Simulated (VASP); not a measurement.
# ZrC (Fm-3m) in VASP: notebook, part 2 of 3

VASP 6.6.1. Earlier steps stand in the parts before.

## (3) Single point, PBE (atoms moved at random, drawn with an rms of 0.05 Å)

File INCAR:

```
SYSTEM = ZrC
ALGO = Normal
EDIFF = 1E-7
ENCUT = 520
GGA = PE
ISIF = 2
ISMEAR = -1
LASPH = .TRUE.
LCHARG = .FALSE.
LREAL = .FALSE.
LWAVE = .FALSE.
NBANDS = 15
NELM = 80
PREC = Accurate
SIGMA = 0.05
```

File KPOINTS:

```
k-points
0
G
  10 10 10
  0 0 0
```

File POSCAR:

```
ZrC
1.0
    0.0000000000      2.3650000000      2.3650000000
    2.3650000000      0.0000000000      2.3650000000
    2.3650000000      2.3650000000      0.0000000000
Zr C
1 1
Direct
    0.4901410000      0.4959120000      0.5064160000
   -0.0109390000     -0.0047220000      0.0215780000
```

Potentials or basis: VASP PAW PBE potentials, release 64 (Zr_sv, C).

Started as:

```sh
$ cat potpaw_PBE.64/Zr_sv/POTCAR potpaw_PBE.64/C/POTCAR > POTCAR
$ mpirun -np 1 vasp_std > vasp.out
```

OUTCAR:

```text
SYSTEM = ZrC
   EDIFF = 1E-7
   ENCUT = 520
   GGA = PE
   ISIF = 2
   ISMEAR = -1
   LASPH = .TRUE.
   LREAL = .FALSE.
   NELM = 80
   PREC = Accurate

 ion  position               nearest neighbor table
   1  0.490  0.496  0.506-   2 2.33   2 2.33   2 2.36   2 2.37   2 2.40   2 2.40
   2  0.989  0.995  0.022-   1 2.33   1 2.33   1 2.36   1 2.37   1 2.40   1 2.40

  LATTYP: Found a face centered cubic cell.
 ALAT       =     4.7300000000

  Lattice vectors:

 A1 = (   0.0000000000,   2.3650000000,   2.3650000000)
 A2 = (   2.3650000000,   0.0000000000,   2.3650000000)
 A3 = (   2.3650000000,   2.3650000000,   0.0000000000)

Analysis of symmetry for initial positions (statically):
=====================================================================
 Subroutine PRICEL returns:
 Original cell was already a primitive cell.

 Routine SETGRP: Setting up the symmetry group for a
 face centered cubic supercell.

 Subroutine GETGRP returns: Found  1 space group operations
 (whereof  1 operations were pure point group operations)
 out of a pool of 48 trial point group operations.

The static configuration has the point symmetry C_1 .

Analysis of symmetry for dynamics (positions and initial velocities):
=====================================================================
 Subroutine PRICEL returns:
 Original cell was already a primitive cell.

 Routine SETGRP: Setting up the symmetry group for a
 face centered cubic supercell.

 Subroutine GETGRP returns: Found  1 space group operations
 (whereof  1 operations were pure point group operations)
 out of a pool of 48 trial point group operations.

The dynamic configuration has the point symmetry C_1 .

 Subroutine INISYM returns: Found  1 space group operations
 (whereof  1 operations are pure point group operations),
 and found     1 'primitive' translations

----------------------------------------------------------------------------------------

                                     Primitive cell

  volume of cell :      26.4560

  direct lattice vectors                    reciprocal lattice vectors
     0.000000000  2.365000000  2.365000000    -0.211416490  0.211416490  0.211416490
     2.365000000  0.000000000  2.365000000     0.211416490 -0.211416490  0.211416490
     2.365000000  2.365000000  0.000000000     0.211416490  0.211416490 -0.211416490

  length of vectors
     3.344615075  3.344615075  3.344615075     0.366184103  0.366184103  0.366184103

  position of ions in fractional coordinates (direct lattice)
     0.490141000  0.495912000  0.506416000
     0.989061000  0.995278000  0.021578000

  ion indices of the primitive-cell ions
   primitive index   ion index
                 1           1
                 2           2

----------------------------------------------------------------------------------------

 KPOINTS: k-points

Automatic generation of k-mesh.
 Grid dimensions read from file:
 generate k-points for:   10   10   10

 Generating k-lattice:

  Cartesian coordinates                     Fractional coordinates (reciprocal lattice)
    -0.021141649  0.021141649  0.021141649     0.100000000  0.000000000  0.000000000
[... 68 lines left out ...]
   number of dos      NEDOS =    301   number of ions     NIONS =      2
   total plane-waves  NPLWV =  21952
   dimension x,y,z NGX =    28 NGY =   28 NGZ =   28
   dimension x,y,z NGXF=    56 NGYF=   56 NGZF=   56
   ions per type =               1   1
   NGX,Y,Z   is equivalent  to a cutoff of  13.92, 13.92, 13.92 a.u.
   NGXF,Y,Z  is equivalent  to a cutoff of  27.84, 27.84, 27.84 a.u.
 SYSTEM =  ZrC
   PREC   = accura    normal or accurate (medium, high low for compatibility)
   ISTART =      0    job   : 0-new  1-cont  2-samecut
   ICHARG =      2    charge: 1-file 2-atom 10-const
   ISPIN  =      1    spin polarized calculation?
   LNONCOLLINEAR =      F non collinear calculations
   LSORBIT =      F    spin-orbit coupling
   LASPH  =      T    aspherical Exc in radial PAW
   ENCUT  =  520.0 eV  38.22 Ry    6.18 a.u.   6.22  6.22  6.22*2*pi/ulx,y,z
   NELM   =     80;   NELMIN=  2; NELMDL= -5     # of ELM steps
   EDIFF  = 0.1E-06   stopping-criterion for ELM
   LREAL  =      F    real-space projection
   EDIFFG = 0.1E-05   stopping-criterion for IOM
   NSW    =      0    number of steps for IOM
   IBRION =     -1    ionic relax: 0-MD 1-quasi-New 2-CG
   NFREE  =      0    steps in history (QN), initial steepest desc. (CG)
   ISIF   =      2    stress and relaxation
   ISYM   =      2    0-nonsym 1-usesym 2-fastsym
   POTIM  = 0.5000    time-step for ionic-motion
   TEBEG  =    0.0;   TEEND  =   0.0 temperature during run
   PSTRESS=    0.0 pullay stress
   NELECT =      16.0000    total number of electrons
   NUPDOWN=      -1.0000    fix difference up-down
   EMIN   =  10.00;   EMAX   =-10.00  energy-range for DOS
   EFERMI =   0.00;   METHOD = LEGACY
   ISMEAR =    -1;   SIGMA  =   0.05  broadening in eV -4-tet -1-fermi 0-gaus
   EFERMI_NEDOS =   21; number of points for ismear=-14 and -15
   IALGO  =     38    algorithm
   IMIX   =      4    mixing-type and parameters
     AMIX     =   0.40;   BMIX     =  1.00
     AMIX_MAG =   1.60;   BMIX_MAG =  1.00
  volume/ion in A,a.u.               =      13.23        89.27
  Fermi-wavevector in a.u.,A,eV,Ry     =   1.384439  2.616209 26.077880  1.916670
  Thomas-Fermi vector in A             =   2.508943
   LORBIT       =      0    0 simple, 1 ext, 2 COOP (PROOUT), +10 PAW based schemes
   GGA     = PE    functional components
   LHFCALC =     F    Hartree Fock is set to
   AEXX    =    0.0000 exact exchange contribution
   IVDW    =     0    specifies the selected vdW correction
   LEPSILON=     F    determine dielectric tensor
   LRPA    =     F    only Hartree local field effects (RPA)
 non-spin polarized calculation
  energy-cutoff  :      520.00
  volume of cell :       26.46
 maximum number of plane-waves:       728
 NGX is ok and might be reduce to    28
   NGX = 13   NGY = 13   NGZ = 13

 number of electron      16.0000000 magnetization

 Free energy of the ion-electron system (eV)
  ---------------------------------------------------
  ext. energy  EPLUGINS =         0.00000000
  ---------------------------------------------------
  free energy    TOTEN  =       -19.45072638 eV

  energy without entropy =      -19.44776503  energy(sigma->0) =      -19.44924571

 E-fermi :   9.4223     XC(G=0): -12.0395

 val. band max:        9.4086811392   @ k =   0.0000   0.1000   0.0000
 cond. band min:       9.4289850459   @ k =   0.5000   0.5000   0.0000
 fundamental gap:      0.0203039067
 Fermi energy:         9.4222575270

 k-point     1 :       0.0000    0.0000    0.0000
  band No.  band energies     occupation
      1     -38.7811      2.00000
      2     -16.5040      2.00000
      3     -16.5038      2.00000
      4     -16.5035      2.00000
      5      -1.8392      2.00000
      6      10.1096      0.00000
      7      10.1303      0.00000
      8      10.2733      0.00000
      9      10.4855      0.00000
     10      10.6779      0.00000
     11      10.7047      0.00000
     12      12.1783      0.00000
     13      12.2189      0.00000
     14      16.4864      0.00000
[... 689 lines left out ...]
      2     -16.9577      2.00000
      3     -16.5839      2.00000
      4     -16.5648      2.00000
      5      -0.4132      2.00000
      6       6.1963      2.00000
      7       7.4625      2.00000
      8       7.8802      2.00000
      9      11.0351      0.00000
     10      12.7531      0.00000
     11      13.0445      0.00000
     12      15.4384      0.00000
     13      16.7517      0.00000
     14      18.9994      0.00000
     15      22.7604      0.00000

 [... further k-points ...]

------------------------ aborting loop because EDIFF is reached ----------------------------------------

  FORCE on cell =-STRESS in cart. coord.  units (eV):
  Direction    XX          YY          ZZ          XY          YZ          ZX
  --------------------------------------------------------------------------------------
  -------------------------------------------------------------------------------------
  Total       -0.3979315     -0.4008132     -0.4416482     -0.0238992      0.0027869      0.0028799
  in kB      -24.0988001    -24.2733183    -26.7462922     -1.4473412      0.1687742      0.1744090
  external PRESSURE =     -25.0394702 kB  Pullay stress =       0.0000000 kB

 VOLUME and BASIS-vectors are now :
 -----------------------------------------------------------------------------
  energy-cutoff  :      520.00
  volume of cell :       26.46
      direct lattice vectors                 reciprocal lattice vectors
     0.000000000  2.365000000  2.365000000    -0.211416490  0.211416490  0.211416490
     2.365000000  0.000000000  2.365000000     0.211416490 -0.211416490  0.211416490
     2.365000000  2.365000000  0.000000000     0.211416490  0.211416490 -0.211416490

 POSITION                                       TOTAL-FORCE (eV/Angst)
 -----------------------------------------------------------------------------------
      2.37051      2.35686      2.33202         0.220884      0.214296     -0.026561
      2.40486      2.39016      4.69296        -0.220884     -0.214296      0.026561
 -----------------------------------------------------------------------------------
    total drift:                               -0.000012     -0.000016     -0.000011

  FREE ENERGIE OF THE ION-ELECTRON SYSTEM (eV)
  ---------------------------------------------------
  free  energy   TOTEN  =       -19.4507263838 eV

  energy  without entropy=      -19.4477650326  energy(sigma->0) =      -19.44924571
```

OSZICAR:

```text
N       E                     dE             d eps       ncg     rms          rms(c)
DAV:   1     0.100391805358E+03    0.10039E+03   -0.85416E+03 15128   0.107E+03
DAV:   2    -0.166789458024E+02   -0.11707E+03   -0.10961E+03 19180   0.287E+02
DAV:   3    -0.228214737309E+02   -0.61425E+01   -0.61031E+01 25775   0.555E+01
DAV:   4    -0.229524505935E+02   -0.13098E+00   -0.13091E+00 18293   0.577E+00
DAV:   5    -0.229539351020E+02   -0.14845E-02   -0.14845E-02 19939   0.537E-01    0.197E+01
DAV:   6    -0.195759012932E+02    0.33780E+01   -0.65004E+00 18513   0.227E+01    0.676E+00
DAV:   7    -0.194676328014E+02    0.10827E+00   -0.66349E-01 17039   0.599E+00    0.591E+00
DAV:   8    -0.194932082472E+02   -0.25575E-01   -0.36480E-01 18886   0.468E+00    0.514E+00
DAV:   9    -0.194517642765E+02    0.41444E-01   -0.71841E-02 16765   0.194E+00    0.891E-01
DAV:  10    -0.194507396145E+02    0.10247E-02   -0.61622E-03 20307   0.655E-01    0.102E-01
DAV:  11    -0.194507329085E+02    0.67060E-05   -0.18482E-04 17271   0.135E-01    0.487E-02
DAV:  12    -0.194507282982E+02    0.46103E-05   -0.43633E-06 19028   0.195E-02    0.172E-02
DAV:  13    -0.194507264107E+02    0.18875E-05   -0.35017E-06 19677   0.111E-02    0.468E-03
DAV:  14    -0.194507263838E+02    0.26860E-07   -0.18796E-07 17626   0.283E-03
   1 F= -.19450726E+02 E0= -.19449246E+02  d E =-.296135E-02
```

Run time: 2.7 min. Hardware: 1 thread of Intel Xeon Platinum 8488C (Sapphire Rapids), shared host; peak memory 0.31 GiB.

Results:

```yaml
Free_energy: -19.4507 eV
Pressure: -2.5 GPa
Largest_force: 0.309 eV/Å
Band_gap_on_the_k_mesh: none (metal or under the smearing width)
```

Forces on the atoms (eV/Å):
```
Zr   0.221  0.214 -0.027
C   -0.221 -0.214  0.027
```

Stress tensor (GPa, compression positive):
```
-2.41 -0.14  0.02
-0.14 -2.43  0.02
 0.02  0.02 -2.67
```

## (4) Equation of state, PBE, 12.43 Å³/atom (volume scaled by 0.94)

File INCAR:

```
SYSTEM = ZrC
PREC = Accurate ; ENCUT = 520
EDIFF = 1E-7 ; ISMEAR = -1
SIGMA = 0.05 ; LREAL = .FALSE.
LASPH = .TRUE. ; NELM = 60
ALGO = Normal ; ISIF = 2
LWAVE = .FALSE. ; LCHARG = .FALSE.
GGA = PE ; NBANDS = 15
```

File KPOINTS:

```
Automatic mesh
0
G
  10 10 10
  0 0 0
```

File POSCAR:

```
ZrC
1.0
    0.0000000000      2.3167211471      2.3167211471
    2.3167211471      0.0000000000      2.3167211471
    2.3167211471      2.3167211471      0.0000000000
Zr C
1 1
Direct
    0.5000000000      0.5000000000      0.5000000000
    0.0000000000      0.0000000000      0.0000000000
```

Started as:

```sh
$ cat potpaw_PBE.64/Zr_sv/POTCAR potpaw_PBE.64/C/POTCAR > POTCAR
$ mpirun -np 1 vasp_std > vasp.out
```

Run time: 11 s. Hardware: 1 thread of Intel Xeon Platinum 8488C (Sapphire Rapids), shared host; peak memory 0.14 GiB.

Results (log left out):

- Free energy: -19.4144 eV
- Pressure: 12.1 GPa
- Band gap on the k mesh: none (metal or under the smearing width)

## (5) Equation of state, PBE, 12.70 Å³/atom (volume scaled by 0.96)

File INCAR:

```
ALGO = Normal ; EDIFF = 1E-7
ENCUT = 520 ; GGA = PE
ISIF = 2 ; ISMEAR = -1
LASPH = T ; LCHARG = F
LREAL = F ; LWAVE = F
NBANDS = 15 ; NELM = 100
PREC = Accurate ; SIGMA = 0.05
```

File KPOINTS:

```
k-points
0
Gamma
  10 10 10
```

File POSCAR:

```
ZrC
1.0
    0.0000000000      2.3330366223      2.3330366223
    2.3330366223      0.0000000000      2.3330366223
    2.3330366223      2.3330366223      0.0000000000
Zr C
1 1
Direct
    0.5000000000      0.5000000000      0.5000000000
    0.0000000000      0.0000000000      0.0000000000
```

Started as:

```sh
$ cat potpaw_PBE.64/Zr_sv/POTCAR potpaw_PBE.64/C/POTCAR > POTCAR
$ mpirun -np 1 vasp_std > vasp.out
```

It took 18 s on 1 thread of Intel Xeon Platinum 8488C (Sapphire Rapids), shared host; peak memory 0.15 GiB.

It converged, with:

- Free energy: -19.4456 eV
- Pressure: 6.7 GPa
- Band gap on the k mesh: none (metal or under the smearing width)

## (6) Equation of state, PBE, 12.96 Å³/atom (volume scaled by 0.98)

File INCAR:

```
SYSTEM = ZrC
  ALGO = Normal
  EDIFF = 1E-7
  ENCUT = 520
  GGA = PE
  ISIF = 2
  ISMEAR = -1
  LASPH = .TRUE.
  LCHARG = .FALSE.
  LREAL = .FALSE.
  LWAVE = .FALSE.
  NBANDS = 15
  NELM = 100
  PREC = Accurate
  SIGMA = 0.05
```

File KPOINTS:

```
k-points
0
G
  10 10 10
  0 0 0
```

File POSCAR:

```
ZrC
1.0
    0.0000000000      2.3491270385      2.3491270385
    2.3491270385      0.0000000000      2.3491270385
    2.3491270385      2.3491270385      0.0000000000
Zr C
1 1
Direct
    0.5000000000      0.5000000000      0.5000000000
    0.0000000000      0.0000000000      0.0000000000
```

Potentials or basis: VASP PAW PBE potentials, release 64 (Zr_sv, C).

Started as:

```sh
$ cat potpaw_PBE.64/Zr_sv/POTCAR potpaw_PBE.64/C/POTCAR > POTCAR
$ mpirun -np 1 vasp_std > vasp.out
```

It took 18 s on 1 thread of Intel Xeon Platinum 8488C (Sapphire Rapids), shared host; peak memory 0.16 GiB.

The run converged. Its results:

```
Free energy            : -19.4597 eV
Pressure               : 1.8 GPa
Band gap on the k mesh : none (metal or under the smearing width)
```

## (7) Equation of state, PBE, 13.49 Å³/atom (volume scaled by 1.02)

File INCAR:

```
SYSTEM = ZrC
ALGO     = Normal         ! electronic algorithm
EDIFF    = 1E-7           ! SCF threshold, eV
ENCUT    = 520            ! plane-wave cutoff, eV
GGA      = PE             ! functional
ISIF     = 2              ! what is computed and relaxed
ISMEAR   = -1             ! smearing method
LASPH    = .TRUE.         ! aspherical terms in the spheres
LCHARG   = .FALSE.        ! write CHGCAR
LREAL    = .FALSE.        ! projectors in reciprocal space
LWAVE    = .FALSE.        ! write WAVECAR
NBANDS   = 15             ! bands
NELM     = 80             ! most SCF steps
PREC     = Accurate       ! precision mode
SIGMA    = 0.05           ! smearing width, eV
```

KPOINTS is that of step 6.

File POSCAR:

```
ZrC
1.0
    0.0000000000      2.3806627081      2.3806627081
    2.3806627081      0.0000000000      2.3806627081
    2.3806627081      2.3806627081      0.0000000000
Zr C
1 1
Direct
    0.5000000000      0.5000000000      0.5000000000
    0.0000000000      0.0000000000      0.0000000000
```

Started as:

```sh
$ cat potpaw_PBE.64/Zr_sv/POTCAR potpaw_PBE.64/C/POTCAR > POTCAR
$ mpirun -np 1 vasp_std > vasp.out
```

It took 20 s on 1 thread of Intel Xeon Platinum 8488C (Sapphire Rapids), shared host; peak memory 0.16 GiB.

Results (log left out):

```yaml
Free_energy: -19.4431 eV
Pressure: -6.7 GPa
Band_gap_on_the_k_mesh: none (metal or under the smearing width)
```

## (8) Equation of state, PBE, 13.76 Å³/atom (volume scaled by 1.04)

File INCAR:

```
PREC = Accurate
ENCUT = 520
EDIFF = 1E-7
ISMEAR = -1
SIGMA = 0.05
LREAL = F
LASPH = T
NELM = 80
ALGO = Normal
ISIF = 2
LWAVE = F
LCHARG = F
GGA = PE
NBANDS = 15
```

File KPOINTS:

```
Automatic mesh
0
Gamma
  10 10 10
```

File POSCAR:

```
ZrC
1.0
    0.0000000000      2.3961219900      2.3961219900
    2.3961219900      0.0000000000      2.3961219900
    2.3961219900      2.3961219900      0.0000000000
Zr C
1 1
Direct
    0.5000000000      0.5000000000      0.5000000000
    0.0000000000      0.0000000000      0.0000000000
```

Started as:

```sh
$ cat potpaw_PBE.64/Zr_sv/POTCAR potpaw_PBE.64/C/POTCAR > POTCAR
$ mpirun -np 1 vasp_std > vasp.out
```

Wall time 20 s (1 thread of Intel Xeon Platinum 8488C (Sapphire Rapids), shared host); peak memory 0.16 GiB.

Results (log left out):

- Free energy: -19.4152 eV
- Pressure: -10.3 GPa
- Band gap on the k mesh: none (metal or under the smearing width)

## (9) Equation of state, PBE, 14.02 Å³/atom (volume scaled by 1.06)

File INCAR:

```
SYSTEM = ZrC
PREC = Accurate ; ENCUT = 520
EDIFF = 1E-7 ; ISMEAR = -1
SIGMA = 0.05 ; LREAL = .False.
LASPH = .True. ; NELM = 80
ALGO = Normal ; ISIF = 2
LWAVE = .False. ; LCHARG = .False.
GGA = PE ; NBANDS = 15
```

File KPOINTS:

```
Automatic mesh
0
Gamma
  10 10 10
  0 0 0
```

File POSCAR:

```
ZrC
1.0
    0.0000000000      2.4113843250      2.4113843250
    2.4113843250      0.0000000000      2.4113843250
    2.4113843250      2.4113843250      0.0000000000
Zr C
1 1
Direct
    0.5000000000      0.5000000000      0.5000000000
    0.0000000000      0.0000000000      0.0000000000
```

Potentials or basis: VASP PAW PBE potentials, release 64 (Zr_sv, C).

Started as:

```sh
$ cat potpaw_PBE.64/Zr_sv/POTCAR potpaw_PBE.64/C/POTCAR > POTCAR
$ mpirun -np 1 vasp_std > vasp.out
```

It took 20 s on 1 thread of Intel Xeon Platinum 8488C (Sapphire Rapids), shared host; peak memory 0.16 GiB.

It converged, with:

```
Free energy            : -19.3760 eV
Pressure               : -13.6 GPa
Band gap on the k mesh : none (metal or under the smearing width)
```

## (10) Equation of state, PBE

Potentials or basis: VASP PAW PBE potentials, release 64 (Zr_sv, C).

No new run: the results of the series are fitted here.

What came out:

- Equilibrium volume: 13.07 Å³/atom
- Bulk modulus: 221 GPa
- Pressure derivative of the bulk modulus: 4.1

Energy against volume, from the lowest point:
| volume (Å³/atom) | energy (meV/atom) |
| --- | --- |
| 12.434 | 22.64 |
| 12.699 | 7.04 |
| 12.963 | 0.00 |
| 13.228 | 0.67 |
| 13.493 | 8.31 |
| 13.757 | 22.25 |
| 14.022 | 41.86 |

[end of part 2 of 3]
